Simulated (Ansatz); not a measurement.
Crystal: Gd.

```xyz
2
Lattice="3.6360 0.0000 0.0000 -1.8180 3.1489 0.0000 0.0000 0.0000 5.7826" Properties=species:S:1:pos:R:3 pbc="T T T"
Gd    1.8180    1.0496    4.3369
Gd    0.0000    2.0992    1.4457
```

Below is the output of Ansatz 0.2.0 for this cell. Logs are shortened: lines on timing, memory, paths and dates and some standing lists are left out, and cuts for length are marked.

```text
Warning: RAYON_NUM_THREADS=2 ignored (pool sized by the plan → 2); use --threads N
LAPW: plane waves up to 6.645 Å⁻¹, error target 1.0e-3 eV per atom; small_component_spin mean_spin; Gd in spheres of 1.733 Å, 28 of its electrons in bands, Dirac shells [] (how accurate: hamiltonian.pseudopotentials.lapw.basis_error, Limitations)
Engine: ansatz 0.2.0, aarch64-unknown-linux-gnu
Pseudopotentials: kind: all_electron
Pseudopotential: Gd, LAPW, valence charge 28, lapw/all_electron/scalar/gaussian/Gd, Koelling and Harmon's equation, gaussian nucleus
Functional definition: SPW92
  exchange = slater_x
  correlation = pw_c
Crystal: 2 atoms, lattice volume = 66.207 Å³
Basis set: ecut = 168.23751442245876 eV, 313 PW (Γ), exchange–correlation at level 2
Bands: 42, of which v1, the nominal top of the filled ones, is band 28 counted from 1 (27 counted from 0)
Symmetry: 24 space group operations
Space group: P63/mmc (ITA 194), of the structure as read, at distance tolerance 4.0e-5 Å
Magnetic group: BNS 194.263 (UNI 1493), of the structure as read, at distance tolerance 4.0e-5 Å
k-points: 21 of 144
Non-local potential: Gd, projectors of the file, none
Initial density: superposition of atomic densities (chi_scale 0.1, normalization cell)
Starting moments: Σ|m| = 14 μB on 2 of 2 sites
Initial wavefunctions: plane waves of lowest kinetic energy (no species holds an atomic orbital)
Functional: x = slater, c = lda
SCF 1 converged in 12 iterations: F = -612976.040528 eV  dr2 = 1.27e-10
a single point of the input's cell can leave the moments in the input for a lower state (scf.lower_state_search): this run first made a single point of its cell. This run's own SCFs start from the density of the state that the single point found, with the moments in the input. The single point stayed on the moments in the input.
[... 218 lines left out ...]
  k-point 20 ↓: bands = ["-123.4197", "-123.4197", "-123.4189", "-123.4189", "-123.4189", "-123.4189", "-123.4068", "-123.4068", "-123.4068", "-123.4068", "-28.0602", "-28.0602", "-6.5956", "-6.5956", "-6.3910", "-6.3910", "-6.0350", "-6.0350", "13.6333", "13.6333", "13.8353", "13.8353", "14.2522", "14.2522", "14.2832", "14.2832", "14.3012", "14.3012", "14.3907", "14.3907", "14.4749", "14.4749", "14.6925", "14.6925", "14.7190", "14.7190", "15.4338", "15.4338", "17.4993", "17.4993", "19.7028", "19.7028"]
--- Elastic constants: 3 strain directions × 2 members + reference (group order 24) ---
  dense FFT box of the reference and of every strained cell: 16×16×30
  strains applied: 11, 33, 23; error gains: componentwise 1.00 (the most a stress slope's error grows in a printed constant), spectral 1.41 (1 for all six strains in a standard setting)
  C = ∂σ_k/∂η_j (tension-positive GPa; Voigt order 11 22 33 23 13 12):
        53.822     10.647      9.302      0.000      0.000     -0.000
        10.647     53.822      9.302      0.000      0.000     -0.000
         9.468      9.468     58.563      0.000      0.000      0.000
         0.000      0.000      0.000     20.529      0.000      0.000
         0.000      0.000      0.000     -0.000     20.529      0.000
        -0.000      0.000     -0.000      0.000      0.000     21.588
  reference stress σ⁰ (GPa):      3.939      3.939      3.773      0.000      0.000     -0.000
  no Pulay correction (none for the plane-wave cutoff is built on LAPW): the batch's stresses and constants are at fixed plane waves
  C* (energy form; C + prestress term) asymmetry max|C*_kj − C*_jk| = 5.899e-4 GPa — a small one proves nothing (zero by symmetry where the batch's group is 432, −43m or m−3m); a large one is finite-difference/SCF noise where every solve meets its electron count
  moduli (Voigt/Reuss/Hill, GPa): K = 25.00/24.99/25.00   G = 21.65/21.57/21.61   E = 50.33   ν = 0.164
  mechanically stable: yes (min eigenvalue of sym C = 20.53 GPa)
  where every solve meets its electron count the energy-path curvature estimates C_jj along a normal strain and C_jj − ¼(σ⁰_aa + σ⁰_bb) along a shear (ab), closely only under elastic.basis: deformed
  strain η (Voigt 11):  stress-route row diagonal C_11 = 53.82 GPa, energy-path curvature d²(F+E_count)/dδ²/Ω₀ = 53.82 GPa
         δ    σ_11 (GPa)             F (eV)   n_scf  n_hpsi   n_pw
    -2.000e-3       3.8301     -612976.0437386       2   27402    342   relax 3 steps, max|allowed force component| 2.40e-5 eV/Å
     2.000e-3       4.0454     -612976.0372282       2   27491    342   relax 2 steps, max|allowed force component| 9.95e-8 eV/Å
  strain η (Voigt 33):  stress-route row diagonal C_33 = 58.56 GPa, energy-path curvature d²(F+E_count)/dδ²/Ω₀ = 58.56 GPa
         δ    σ_33 (GPa)             F (eV)   n_scf  n_hpsi   n_pw
    -2.000e-3       3.6553     -612976.0435973      11   72336    342   relax 0 steps, max|allowed force component| 7.86e-17 eV/Å
     2.000e-3       3.8895     -612976.0373616      11   72361    342   relax 0 steps, max|allowed force component| 2.78e-17 eV/Å
  strain η (Voigt 23):  stress-route row diagonal C_44 = 20.53 GPa, energy-path curvature d²(F+E_count)/dδ²/Ω₀ = 18.60 GPa
         δ    σ_23 (GPa)             F (eV)   n_scf  n_hpsi   n_pw
    -2.000e-3      -0.0411     -612976.0405125       2   31307    342   relax 1 steps, max|allowed force component| 1.63e-5 eV/Å
     2.000e-3       0.0411     -612976.0405125       2   31316    342   relax 1 steps, max|allowed force component| 1.62e-5 eV/Å
```

Problem. What input gives this log?

Solution. Elastic constants with LDA, collinear spin, ferromagnetic start. The files as run (others can give the same):

input.yaml
```yaml
crystal:
  lattice:
    - [3.636, 0.0, 0.0]
    - [-1.818, 3.1488683682, 0.0]
    - [0.0, 0.0, 5.7826]
  atoms:
    - { symbol: Gd, position: [0.6666666667, 0.3333333333, 0.75], spin: 7.0 }
    - { symbol: Gd, position: [0.3333333333, 0.6666666667, 0.25], spin: 7.0 }
kpoints:
  mp_grid: { grid: [6, 6, 4] }
scf:
  occupations: { method: fermi_dirac, width: 0.05 }
hamiltonian:
  xc: lda
  pseudopotentials: { kind: all_electron, lapw: { basis_error: 0.001 } }
magnetization:
  spin_polarized: true
output:
  forces: true
  stress: true
elastic:
  mode: relaxed_ion
  stencil: two_point
```

Potentials or basis: all-electron LAPW, scalar-relativistic.
The run is started by
```console
$ ansatz run input.yaml --threads 2 --pin off --max-ram 6144MiB --backend cpu --events-out ev --progress --plain --runs-dir out
```

Caveat: the k mesh is thin for a metal, which can move the energy by tens of meV per atom; a metal's response needs a denser mesh; an open f shell can end in a state above the lowest; the cell is more than 3 GPa from zero pressure, which shifts response properties; elastic constants of metals need much finer meshes, so these are rough; spin-orbit coupling is left out, which moves the levels of the heavy elements.
